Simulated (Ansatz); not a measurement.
Density of states of TaN (P6_3mc, a = 3.152 Å, b = 3.152 Å, c = 6.105 Å, α = 90.00°, β = 90.00°, γ = 120.00°), in states per eV and primitive cell, averaged over bins of 0.4 eV. Theory: DFT PBE, scalar-relativistic, plane waves, PAW in Ansatz.

Cutoff 420 eV; k points 18×18×8 on the computed 4-atom cell (Γ-centred); Gaussian smearing, width 0.10 eV; no spin polarisation.

The cell is relaxed at this level. The states (both spins) are summed by tetrahedra on a 27×27×12 mesh at the self-consistent density. Energies are bin centres; the table starts no lower than −8 eV and ends at 6 eV, or lower where the solved bands end.

It is a metal at this level.

```
E − E_F (eV) total Ta 5d N 2p Ta 6s N 2s
       -7.25   3.53   1.18  1.91   0.32  0.04
       -6.85   4.92   1.58  2.78   0.42  0.04
       -6.45   1.49   0.44  0.90   0.11  0.01
       -6.05   2.09   0.61  1.30   0.13  0.01
       -5.65   4.28   1.36  2.66   0.14  0.03
       -5.25   4.27   1.30  2.78   0.07  0.03
       -4.85   4.89   1.27  3.43   0.03  0.02
       -4.45   3.26   0.77  2.38   0.02  0.02
       -4.05   1.12   0.22  0.87   0.00  0.00
       -3.65   0.15   0.02  0.12   0.00  0.00
       -3.25   0.00   0.00  0.00   0.00  0.00
       -2.85   0.00   0.00  0.00   0.00  0.00
       -2.45   0.00   0.00  0.00   0.00  0.00
       -2.05   0.55   0.48  0.05   0.01  0.00
       -1.65   1.57   1.32  0.15   0.05  0.01
       -1.25   3.76   3.05  0.35   0.18  0.04
       -0.85   2.85   2.16  0.31   0.14  0.05
       -0.45   0.86   0.56  0.14   0.07  0.04
       -0.05   0.72   0.44  0.13   0.09  0.04
        0.35   1.67   1.27  0.23   0.08  0.04
        0.75   3.62   2.62  0.56   0.23  0.07
        1.15   2.61   1.78  0.46   0.17  0.06
        1.55   2.93   2.05  0.53   0.17  0.05
        1.95   2.33   1.79  0.33   0.08  0.04
        2.35   1.92   1.64  0.17   0.04  0.03
        2.75   2.37   1.99  0.25   0.03  0.03
        3.15   1.76   1.38  0.22   0.02  0.05
        3.55   1.41   1.01  0.21   0.03  0.08
        3.95   2.79   2.07  0.34   0.07  0.17
        4.35   3.98   2.83  0.53   0.10  0.30
```

The columns after the total are the main Löwdin projections on the occupied valence shells of the potentials; 2 others are left out. The rest of the total lies in those, in shells that are empty in the free atom, which aren't projected, and between the atoms.

Spin-orbit coupling is left out, which matters for the bands of heavy elements.

This wurtzite form isn't the usual stable structure of the compound.